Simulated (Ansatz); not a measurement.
# Ni under changes of volume

One of the cells (10.569 Å³/atom); the others are scaled copies at fixed shape and fractional positions:

```
Ni
1.0
     2.44802    0.00000    0.00000
    -1.22401    2.12005    0.00000
     0.00000    0.00000    4.07281
Ni
2
Cartesian
  1.2240 0.7067 3.0546
  0.0000 1.4134 1.0182
```

This isn't the form of Ni at room conditions, which is fcc.

```yaml
Program: Ansatz 0.2.0
Functional: PBEsol
Potentials_or_basis: Ansatz PAW
Cutoff: "420 eV (not typed: the program's choice for these potentials)"
k_mesh: 12 × 12 × 7
Occupations: fermi-dirac, width 0.05 eV
Spin: collinear spin, ferromagnetic start
Starting_moments: "[1.0, 1.0] μB"
```

```csv
volume (Å³/atom),energy over the lowest point (meV/atom),pressure (GPa),moment (μB per cell)
9.935,?,?,?
10.146,5.08,6.5,1.26
10.357,0.00,1.5,1.28
10.569,1.22,-3.0,1.30
10.780,8.03,-7.0,1.32
10.992,19.83,-10.6,1.34
11.203,36.06,-13.7,1.35
```

Task: What does the run at 9.935 Å³/atom give?

Result: Energy over the lowest point 17.26 meV/atom; pressure 12.2 GPa; moment 1.24 μB per cell.

Worked out: A Birch-Murnaghan fit of order 3 (a polynomial in V^(-2/3)) to the other rows has its minimum at 10.42 Å³/atom with B0 = V·E''(V) = 227 GPa and B' = 4.7 at fixed shape and positions, which overstates the stiffness. It gives 17.18 meV/atom at 9.935 Å³/atom, against the run's 17.26, and -dE/dV = 12.1 GPa, against 12.2. A straight line through the other rows of the moment, of slope 0.0878 μB per Å³/atom, extrapolates to 1.24 μB, against the run's 1.24.

Energies are extrapolated to zero smearing.

Caveats: the PAW data sets come from PBE, with cores solved anew for the run's functional, which leaves a small shift of forces and pressure.
